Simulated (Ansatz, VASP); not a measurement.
**SiC: VASP beside Ansatz**

```
Si C
1.0
     0.00000    2.07987    2.07987
     2.07987    0.00000    2.07987
     2.11744    2.11744   -0.03758
Si C
1 1
Cartesian
  0.0000 0.0000 0.0000
  3.1480 3.1480 3.0916
```

Alike in both runs: task single point; functional PBE; k mesh 12 × 12 × 12; occupations gaussian, width 0.05 eV; no spin polarisation.

|  | VASP | Ansatz |
| --- | --- | --- |
| version | VASP 6.6.1 | Ansatz 0.2.0 |
| potentials or method | VASP PAW PBE potentials, release 64 (Si, C) | scalar-relativistic, plane waves, PAW |
| plane-wave cutoff (eV) | 520 | 520 |
| valence electrons in the cell | 8 | 8 |

```tsv
	VASP	Ansatz	Ansatz less VASP
gap on the k mesh at the Fermi level (eV)	1.16	1.17	+0.005
least direct gap on the mesh (eV)	4.47	4.49	+0.014
rms of the force components (eV/Å)	0.246	0.247	+0.0011
```

Atom by atom the forces differ by 0.001 eV/Å (rms over components). The functional is the same, so the differences come from potentials, cutoffs and numerics.

 A k mesh can miss the band edges.
